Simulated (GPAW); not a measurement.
# I (I4/mmm) in GPAW: band structure with BLYP

Aim: the band structure of I with BLYP.

All numbers are computed with GPAW 26.7.0; they aren't measurements. Logs are shortened: lines on timing, memory, paths and dates and some standing lists are left out, and cuts for length are marked. The log counts tension as positive stress, the text compression.

### Step 1. Starting point

Symmetry: I4/mmm, No. 139, tetragonal system. The conventional cell has a = 3.235 Å, b = 3.235 Å, c = 8.530 Å, α = 90.00°, β = 90.00°, γ = 90.00°. I (site symmetry 4/mmm) is surrounded by 4 I at 3.23 Å.

### Step 2. Band structure, BLYP, spin-orbit coupling, no magnetisation

run.py

```python
import numpy as np
from ase.dft.bandgap import bandgap
from ase.io import read, write
from ase.units import GPa
from gpaw import GPAW, PW, setup_paths
from gpaw.spinorbit import soc_eigenstates

setup_paths.insert(0, '.')

atoms = read('POSCAR')

calc = GPAW(mode=PW(600),
            xc='BLYP',
            kpts={'size': (8, 8, 8), 'gamma': True},
            occupations={'name': 'fermi-dirac', 'width': 0.05},
            nbands=10,
            convergence={'density': 1e-05, 'energy': 1e-05},
            eigensolver='davidson',
            maxiter=150,
            txt='gpaw.txt')
atoms.calc = calc
energy = atoms.get_potential_energy()
forces = atoms.get_forces()
stress = atoms.get_stress()
calc.write('gs.gpw')
write('result.traj', atoms)
print(f'Energy: {energy:.6f} eV')
print('Forces (eV/A):')
print(forces.round(4))
print('Stress (GPa):', (stress / GPa).round(3))
print('Fermi level:', round(calc.get_fermi_level(), 4), 'eV')
print(f'Gap: {bandgap(calc)[0]:.4f} eV, direct: {bandgap(calc, direct=True)[0]:.4f} eV')

path = atoms.cell.bandpath('GXYSGZS1NPY1Z,XP', npoints=60, eps=1e-4)
bs_calc = calc.fixed_density(kpts=path, symmetry='off', nbands=20,
                             convergence={'bands': 'CBM+6.0', 'eigenstates': 1e-6}, txt='bands.txt')
bs = bs_calc.band_structure()
bs.write('bs.json')
print(f'Gap on the path: {bandgap(bs_calc)[0]:.4f} eV')

soc = soc_eigenstates(bs_calc, theta=0, phi=0)
np.savetxt('soc_bands.dat', soc.eigenvalues(), fmt='%.4f')
mesh = soc_eigenstates('gs.gpw', theta=0, phi=0)
np.savetxt('soc_mesh.dat', mesh.eigenvalues(), fmt='%.4f')
print('Fermi level with spin-orbit coupling:', round(mesh.fermi_level, 4), 'eV')
```

POSCAR

```
I
1.0
   -1.6174560000      1.6174560000      4.2648080000
    1.6174560000     -1.6174560000      4.2648080000
    1.6174560000      1.6174560000     -4.2648080000
I
1
Direct
    0.0000000000      0.0000000000      0.0000000000
```

Potentials or basis: PAW data sets generated in the run's folder for this functional, pw.

Run with:

```
$ gpaw-setup -f BLYP I
$ OMP_NUM_THREADS=1 python run.py
```

gpaw.txt:

```text
__  _  _
 | _ |_)|_||  |
 |__||  | ||/\| - 26.7.0

Input parameters:
  mode=PW(ecut=600.0),
  convergence={'density': 1e-05, 'energy': 1e-05},
  eigensolver=Davidson(niter=2),
  kpts=MonkhorstPack(size=(8, 8, 8), gamma=True),
  maxiter=150,
  nbands=10,
  occupations=Occupations(name='fermi-dirac', width=0.05),
  xc=XC(name='BLYP')

Diagonalizing LCAO Hamiltonian
Converting LCAO to pw mode

       I

Atoms  # Å, Bohr magnetons
|   | symbol |        x |        y |        z |    initial magnetic moments |
|---|--------|----------|----------|----------|-----------------------------|
| 0 |      I | 0.000000 | 0.000000 | 0.000000 | ( 0.0000,  0.0000,  0.0000) |

Unit cell  # Å
| periodic |         x |         y |         z |  lengths |     angles |
|----------|-----------|-----------|-----------|----------|------------|
|      yes | -1.617456 |  1.617456 |  4.264808 | 4.839516 | 140.949950 |
|      yes |  1.617456 | -1.617456 |  4.264808 | 4.839516 | 140.949950 |
|      yes |  1.617456 |  1.617456 | -4.264808 | 4.839516 |  56.413736 |

Number of symmetries: 16
Symmetry operations  # r_c * U_cc + t_c -> r_c
|    | kind |            matrix            |
|----|------|------------------------------|
|  0 |  σ   |  1, 1, 1,  0, 0,-1,  0,-1, 0 |
|  1 |  C4  |  1, 1, 1,  0, 0,-1, -1, 0, 0 |
|  2 |  E   |  1, 0, 0,  0, 1, 0,  0, 0, 1 |
|  3 |  σ   |  1, 0, 0,  0, 1, 0, -1,-1,-1 |
|  4 |  σ   |  0, 1, 0,  1, 0, 0,  0, 0, 1 |
|  5 |  C2  |  0, 1, 0,  1, 0, 0, -1,-1,-1 |
|  6 |  C2  |  0, 0, 1, -1,-1,-1,  1, 0, 0 |
|  7 |  S4  |  0, 0, 1, -1,-1,-1,  0, 1, 0 |
|  8 |  C4  |  0, 0,-1,  1, 1, 1,  0,-1, 0 |
|  9 |  σ   |  0, 0,-1,  1, 1, 1, -1, 0, 0 |
| 10 |  σ   |  0,-1, 0, -1, 0, 0,  1, 1, 1 |
| 11 |  C2  |  0,-1, 0, -1, 0, 0,  0, 0,-1 |
| 12 |  C2  | -1, 0, 0,  0,-1, 0,  1, 1, 1 |
| 13 |  i   | -1, 0, 0,  0,-1, 0,  0, 0,-1 |
| 14 |  S4  | -1,-1,-1,  0, 0, 1,  1, 0, 0 |
| 15 |  C2  | -1,-1,-1,  0, 0, 1,  0, 1, 0 |

BZ-sampling:
  Number of BZ points: 512
  Number of IBZ points: 59

  Monkhorst-Pack size: [8, 8, 8]
  Monkhorst-Pack shift: [0.0625, 0.0625, 0.0625]

K-points  # in reciprocal-cell coordinates
|     |                                coordinates |     weight |
|-----|--------------------------------------------|------------|
|   0 | (  0.00000000,   0.00000000,   0.00000000) | 0.00195312 |
|   1 | (  0.12500000,  -0.12500000,   0.00000000) | 0.00781250 |
|   2 | (  0.12500000,  -0.12500000,   0.12500000) | 0.00781250 |
|   3 | (  0.12500000,   0.00000000,   0.00000000) | 0.01562500 |
|   4 | (  0.12500000,   0.12500000,  -0.12500000) | 0.00390625 |
|   5 | (  0.25000000,  -0.25000000,   0.00000000) | 0.00781250 |
|   6 | (  0.25000000,  -0.25000000,   0.12500000) | 0.01562500 |
|   7 | (  0.25000000,  -0.25000000,   0.25000000) | 0.00781250 |
|   8 | (  0.25000000,  -0.12500000,   0.00000000) | 0.03125000 |
|   9 | (  0.25000000,  -0.12500000,   0.12500000) | 0.01562500 |
| ... |                                            |            |
|  58 | (  0.50000000,   0.50000000,   0.50000000) | 0.00195312 |

Plane wave coefficients: 1517
Cutoff: 600.0 eV

Spin-components: 1 (collinear spins)
Bands:           10
Projectors:      5
Spin-degeneracy: 2
Datatype:        complex128

Parallelization:
  kpt:    1
  domain: 1
  band:   1

Density:
  Valence electrons: 7.0
  Components: 1
  Grid points: [28 28 28]
  Charge: 0.0  # |e|

Potential:
  Grid points: [28 28 28]

species:
  I:
    name:    Iodine
    Z:       53.0
    valence: 7
    core:    46
    charge:  0.0  # [|e|]
    compensation charges:
      type: gauss
      rc: 0.37  # [Å]
      lmax: 2
    cutoffs:
      filter: 2.06  # [Å]
      core: 2.90  # [Å]
    projectors
    | kind |    occ | energy [eV] | rcut [Å] |
    |------|--------|-------------|----------|
    |   5s |  2.000 |     -17.256 |    1.164 |
    |   5p |  5.000 |      -6.916 |    1.164 |
    |    s |        |       9.955 |    1.164 |
    |    p |        |      20.295 |    1.164 |
    |    d |        |       0.000 |    1.164 |

    Using partial waves for I as LCAO basis

Reference energy: -193558.958168  # eV

eigensolver:
  Davidson
  Converge bands: occupied
  niter=2

density mixing:
  MSR1-Mixer
  Pratt-step length: 0.05
  Maximum mixing coefficient: 0.75
  Old densities: 10
  SVD Regularization: 0.005
  Good broyden scale: 1.0
  Trust region scale: 1.0
  Backstep threshold: 4.0
  History deletion threshold: 6.0
  Fourier metric: weight=20.0, sigma=0.015

occupation numbers:
  Fermi-Dirac:
    width: 0.0500  # eV

poisson solver:
  ecut: 4800.0  # eV

xc functional:
  name: BLYP with 2 nearest neighbor stencil

convergence criteria:
- Maximum integral of absolute [dens]ity change: 1e-05 electrons / valence electron
- Maximum [total energy] change in last 3 cyles: 1e-05 eV / valence electron
- Maximum integral of absolute [eigenst]ate change: 4e-08 eV^2 / valence electron
maximum number of iterations: 150

SCF iterations
|iter     | |      energy | eigst |  dens |
|---------|-|-------------|-------|-------|
|iter:   1| |   -0.986276 | -0.92 |       |
|iter:   2| |   -0.982686 | -2.94 | -1.34 |
|iter:   3| |   -0.951787 | -2.81 | -1.37 |
|iter:   4| |   -0.950158 | -3.67 | -1.90 |
|iter:   5| |   -0.950167 | -4.89 | -2.58 |
|iter:   6| |   -0.950173c| -5.99 | -3.19 |
|iter:   7| |   -0.950174c| -7.05 | -4.03 |
|iter:   8| |   -0.950174c| -7.88c| -4.55 |
|iter:   9| |   -0.950174c| -8.84c| -5.53c|

Converged in 9 steps
Energy contributions relative to reference atoms: (reference = -193558.958168)

Energy contributions:
  Kinetic:           4.574677
  Coulomb:          -3.978426
  Zero:             -0.005847
  External:          0.000000
  Xc:               -1.536436
  Entropy:          -0.008283
  Spinorbit:         0.000000
  ----------------------------
  Free energy:      -0.954315
  Extrapolated:     -0.950174

dipole moment: (-7.963145, -7.963145, -20.996728)  # |e|*Ang

Fermi level: 2.846
Eigenvalues  # (at kpt = [0.000, 0.000, 0.000])
| band index |      eig [eV] | occ [0-2] |
|------------|---------------|-----------|
|          0 |       -10.855 |     2.000 |
|          1 |         0.629 |     2.000 |
|          2 |         3.699 |     0.000 |
|          3 |         3.699 |     0.000 |
|          4 |         7.174 |     0.000 |
|          5 |        10.503 |     0.000 |
|          6 |        11.148 |     0.000 |
|          7 |        15.624 |     0.000 |
|          8 |        15.626 |     0.000 |
|          9 |        15.904 |     0.000 |

No gap
No difference between direct/indirect transitions

Forces  # eV/Ang
|       x |        y |       z |
|---------|----------|---------|
| 0.00000 | -0.00000 | 0.00000 |  # I    0

Stress tensor  # eV/Ang^3
|         x |         y |         z |
|-----------|-----------|-----------|
| -0.019337 |  0.000000 |  0.000000 |
|  0.000000 | -0.019337 |  0.000000 |
|  0.000000 |  0.000000 | -0.005883 |

# Writing to gs.gpw (mode='')
```

Run time: 38 s. Hardware: 1 thread of Arm Neoverse V2, shared host; peak memory 0.24 GiB.

Results:

```
Free energy             : -0.9543 eV
Pressure                : 2.4 GPa
Band gap along the path : none (metal or under the smearing width)
```

Levels at the corners of the path, in eV from the Fermi level:
```tsv
point	band 3	band 4	band 5	band 6	band 7	band 8	band 9	band 10
Γ	-2.50	-2.50	0.31	0.31	1.24	1.24	4.19	4.19
X	-4.38	-4.38	-3.58	-3.58	-0.59	-0.59	4.16	4.16
Y	-4.24	-4.24	-3.44	-3.44	-0.80	-0.80	4.59	4.59
S	-4.97	-4.97	-2.15	-2.15	1.57	1.57	5.96	5.96
Γ	-2.50	-2.50	0.31	0.31	1.24	1.24	4.19	4.19
Z	-3.80	-3.80	0.13	0.13	1.12	1.12	7.21	7.21
S1	-4.97	-4.97	-2.15	-2.15	1.57	1.57	5.96	5.96
N	-5.18	-5.18	-1.82	-1.82	1.66	1.66	4.92	4.92
P	-4.38	-4.38	-3.59	-3.59	-0.59	-0.59	4.24	4.24
Y1	-4.24	-4.24	-3.44	-3.44	-0.81	-0.80	4.59	4.59
Z	-3.80	-3.80	0.13	0.13	1.12	1.12	7.21	7.21
X	-4.38	-4.38	-3.58	-3.58	-0.59	-0.59	4.16	4.16
P	-4.38	-4.38	-3.59	-3.59	-0.59	-0.59	4.24	4.24
```

Caveat: spin-orbit coupling was added after a scalar SCF, so levels and gaps hold it while energy, forces, pressure and moments don't; this program's spin-orbit splittings come out too wide for heavy elements; the program warned that so skewed a cell can give wrong results.
